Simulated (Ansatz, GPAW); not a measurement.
## Zr: programs and potentials compared

```
Zr
1.0
     3.23200    0.00000    0.00000
    -1.61600    2.79899    0.00000
     0.00000    0.00000    5.14700
Zr
2
Direct
  0.66667 0.33333 0.75000
  0.33333 0.66667 0.25000
```

Alike in all runs: task single point; functional PBE; k mesh 9 × 9 × 5; occupations gaussian, width 0.024 eV; no spin polarisation; no spin-orbit coupling. Pressure is positive in compression and, in plane waves, holds the error of the finite cutoff, which Ansatz's Pulay term estimates and takes out.

| program and potentials | plane-wave cutoff (eV) | notes | pressure (GPa) |
| --- | --- | --- | --- |
| Ansatz, Ansatz PAW | 420 | - | 0.58 |
| GPAW, GPAW PAW data sets (gpaw-data 1.2.1) | 600 | - | 0.25 |
| Ansatz, all-electron LAPW, scalar-relativistic | - | - | 0.60 |

The pressure spans 0.25 (GPAW, GPAW PAW data sets (gpaw-data 1.2.1)) to 0.60 GPa (Ansatz, all-electron LAPW, scalar-relativistic), with all-electron results at 0.60.

Differences between rows come from potentials, basis sets and numerical settings, since the functional is the same but for its coding. Runs on potential files found faulty are left out.

All three calculations give a positive pressure, so PBE would expand this hexagonal zirconium cell slightly. The pressures are small compared with the bulk modulus of the metal, which means the implied change in volume is also small. Since the cell is close to the measured one, this fits the usual behaviour of PBE for early 4d metals, whose equilibrium volumes it reproduces well.

The equilibrium reflects a balance: the partly filled d band occupies mainly bonding states and pulls the atoms together, while the kinetic energy of the sp electrons and the overlap with the semicore shells resist compression. The pressure is a small remainder of these large opposing terms, and so responds to minor differences in their description.

The Ansatz PAW value of 0.58 GPa nearly matches the all-electron 0.60 GPa, which supports that potential at this volume. GPAW's lower 0.25 GPa may reflect residual basis-set stress or the data set itself. A single hydrostatic pressure doesn't show whether the axial ratio is relaxed, because stresses along and across the hexagonal axis can partly cancel.
